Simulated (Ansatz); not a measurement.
## Si₂Mo: frozen-core PAW against all-electron methods

```
Si Mo
1.0
    -1.54469    1.62330    3.93050
     1.62330   -1.54469    3.93050
     1.57669    1.57669   -3.89850
Si Mo
2 1
Cartesian
  0.0262 0.0262 2.6177
  0.0524 0.0524 5.2433
  0.0000 0.0000 0.0000
```

Atoms are numbered in the order listed.

The geometry is COD entry 1010282, unchecked; take it as a test cell. It is an old determination, and later ones may differ. The listed cell was then made from it by scaling, straining or moving an atom.

Methods: DFT, PBEsol, PAW with Ansatz's default frozen-core files, scalar-relativistic (Ansatz 0.2.0); DFT, PBEsol, all-electron LAPW, scalar-relativistic (Ansatz 0.2.0).

For PAW: a Γ-centred 12×12×16 k mesh, Fermi–Dirac smearing of 0.03 eV, cutoff 420 eV, no spin polarisation; the PAW files were made with PBE, and the program remakes their frozen cores for this functional. LAPW targets a basis error of 1 meV/atom. The Ansatz runs share mesh, smearing and spin set-up. Plane-wave (PAW) pressures include the program's estimate of the Pulay term.

Stress and pressure are positive in compression.

The change that made this cell: equal xy, yz and zx engineering shear strains of +2 %.

PAW results:

| quantity | PAW |
| --- | --- |
| pressure (GPa) | -2.46 |
| stress xx (GPa) | -2.00 |
| stress zz (GPa) | -3.39 |
| stress yz (GPa) | -3.87 |
| stress xz (GPa) | -3.87 |
| stress xy (GPa) | -3.69 |
| force on Si1, z (eV/Å) | 0.321 |

Task: What does full-potential LAPW give for the same quantities?

Result: 
```csv
quantity,LAPW
pressure (GPa),-2.42
stress xx (GPa),-1.96
stress zz (GPa),-3.35
stress yz (GPa),-3.87
stress xz (GPa),-3.87
stress xy (GPa),-3.70
"force on Si1, z (eV/Å)",0.320
```
